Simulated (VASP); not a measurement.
**Ge: relaxation of cell and atoms with PBE**

The system is Ge.

```xyz
2
Lattice="0.0000 2.8400 2.8400 2.8400 0.0000 2.8400 2.8400 2.8400 0.0000" Properties=species:S:1:pos:R:3 pbc="T T T"
Ge    0.0000    0.0000    0.0000
Ge    1.4200    1.4200    1.4200
```

The cell was built by a generator and needn't be a form met in nature.

```yaml
Program: VASP 6.6.1
Task: relaxation of cell and atoms
Functional: PBE
Potentials_or_basis: VASP PAW PBE potentials, release 64 (Ge_d)
Cutoff: 700 eV
k_mesh: 10 × 10 × 10
Occupations: gaussian, width 0.02 eV
Spin: no spin polarisation
Further_INCAR_settings: ALGO = Normal; EDIFF = 1e-06; IBRION = 2; EDIFFG = -0.005; NSW = 40; ISIF = 3
```

The relaxed volume is 23.84 Å³/atom and the relaxed cell is a = 4.070 Å, b = 4.070 Å, c = 4.070 Å, α = 60.00°, β = 60.00°, γ = 60.00°. The space group after relaxing (to 0.05 Å) is Fd-3m (No. 227) and the energy gained by relaxing is 8.0 meV/atom. The ionic steps are 5, the pressure after relaxing is 0.0 GPa and the band gap on the k mesh is none (metal or under the smearing width).

The path:
| step | energy change (eV) | largest force (eV/Å) | pressure (GPa) | volume (Å³) |
| --- | --- | --- | --- | --- |
| 1 | 0.0000 | 0.0000 | 2.68 | 45.81 |
| 2 | -0.0144 | 0.0000 | -0.88 | 48.40 |
| 3 | -0.0159 | 0.0000 | -0.19 | 47.75 |
| 4 | -0.0159 | 0.0000 | 0.18 | 47.61 |
| 5 | -0.0159 | 0.0000 | 0.01 | 47.68 |

Final structure:
```
CELL_PARAMETERS angstrom
0.00000 2.87807 2.87807
2.87807 0.00000 2.87807
2.87807 2.87807 0.00000
ATOMIC_POSITIONS crystal
Ge 0.00000 0.00000 0.00000
Ge 0.25000 0.25000 0.25000
```

Levels at points of the mesh, in eV from the Fermi level:
```csv
k point,band 11,band 12,band 13,band 14,band 15,band 16,band 17,band 18
"(0.00, 0.00, 0.00)",-12.39,-0.43,0.00,0.00,0.00,2.53,2.53,2.53
"(0.50, 0.00, 0.00)",-10.43,-7.37,-1.33,-1.33,0.03,3.71,3.71,7.10
"(0.50, 0.50, 0.00)",-8.70,-8.70,-2.90,-2.90,0.81,0.81,9.09,9.09
```

Wall time 2.2 min on 1 thread of Intel(R) Xeon(R) Platinum 8375C CPU @ 2.90GHz (Ice Lake), on a shared host, peak memory 0.23 GiB.

Caveat: this crystal is a semiconductor, whose small gap the functional closes, so the metal is an error of the method.
